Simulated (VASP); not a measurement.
Here is a VASP 6.6.1 calculation.

The input INCAR:

```
SYSTEM = BN
  PREC = Accurate
  ENCUT = 600
  EDIFF = 1E-7
  ISMEAR = 0
  SIGMA = 0.1
  LREAL = .False.
  LASPH = .True.
  NELM = 60
  ALGO = Normal
  ISIF = 2
  LWAVE = .False.
  LCHARG = .True.
  GGA = RE
  IVDW = 1
  LELF = .True.
  LVHAR = .True.
  AMIX = 0.1
```

KPOINTS

```
Automatic mesh
0
Gamma
  13 13 13
  0 0 0
```

Contents of POSCAR:

```
BN
1.0
    0.0336550000      1.8146820000      1.7664000000
    1.8589820000     -0.0062720000      1.8063270000
    1.8393570000      1.8349840000      0.0133530000
N B
1 1
Cartesian
    0.9329985000      0.9108485000      0.8965200000
    0.0000000000      0.0000000000      0.0000000000
```

Potentials or basis: VASP PAW PBE potentials, release 64 (N, B).

The run is started by

```sh
$ cat potpaw_PBE.64/N/POTCAR potpaw_PBE.64/B/POTCAR > POTCAR
$ mpirun -np 1 vasp_std > vasp.out
```

Task: Predict the band gap on the k mesh.

Result: 4.04 eV, indirect (least direct gap 8.16 eV).

Task: What does it give for the pressure?

Result: -2.1 GPa.

Forces in eV/Å, atoms in the order of the input:
```
N    0.028 -0.034 -0.036
B   -0.028  0.034  0.036
```

Caveat: the PAW data sets were made with another functional, which shifts forces and pressure a little; an odd mesh through Γ misses points on the zone boundary, where band edges often lie.
